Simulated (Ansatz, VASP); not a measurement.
# Mo: VASP beside Ansatz

INCAR

```
ALGO = Normal
EDIFF = 1E-6
ENCUT = 520
GGA = PE
ISIF = 2
ISMEAR = -1
LASPH = True
LCHARG = False
LREAL = False
LWAVE = False
NBANDS = 13
NELM = 100
PREC = Accurate
SIGMA = 0.08
```

The input KPOINTS:

```
k-points
0
Gamma
  16 16 16
```

Contents of POSCAR:

```
Mo
1.0
    2.4662854038      0.0000000000      0.0000000000
    0.0000000000      2.4662854038      0.0000000000
    0.0000000000      0.0000000000      2.4662854038
Mo
1
Direct
    0.0000000000      0.0000000000      0.0000000000
```

Input for Ansatz:

```yaml
crystal:
  lattice:
    - [2.4662854038, 0.0, 0.0]
    - [0.0, 2.4662854038, 0.0]
    - [0.0, 0.0, 2.4662854038]
  atoms:
    - { symbol: Mo, position: [0.0, 0.0, 0.0] }
kpoints:
  mp_grid: { grid: [16, 16, 16] }
scf:
  occupations: { method: fermi_dirac, width: 0.08 }
hamiltonian:
  xc: pbe
  pseudopotentials: { kind: all_electron, lapw: { basis_error: 0.001 } }
output:
  forces: true
  stress: true
  eigenvalues: true
  populations: true
```

Change from the starting cell: volume scaled by 0.85, LAPW.

Alike in both runs: task single point; functional PBE; k mesh 16 × 16 × 16; occupations fermi-dirac, width 0.08 eV; no spin polarisation.

|  | VASP | Ansatz |
| --- | --- | --- |
| version | VASP 6.6.1 | Ansatz 0.2.0 |
| potentials or method | VASP PAW PBE potentials, release 64 (Mo_sv) | all-electron LAPW, scalar-relativistic |
| plane-wave cutoff (eV) | 520 | see its input |

Ansatz gave:

| Property | Result |
| --- | --- |
| pressure (GPa) | 42.3 |

Problem. What did VASP give for the same quantities?

Solution. Pressure (GPa): 43.4.

Ansatz ran all-electron here, so the differences hold the error of VASP's frozen core and of both bases.

Caveats: so large a pressure means that the cell lies far from this level's equilibrium, or that cutoff or potentials fall short (VASP).
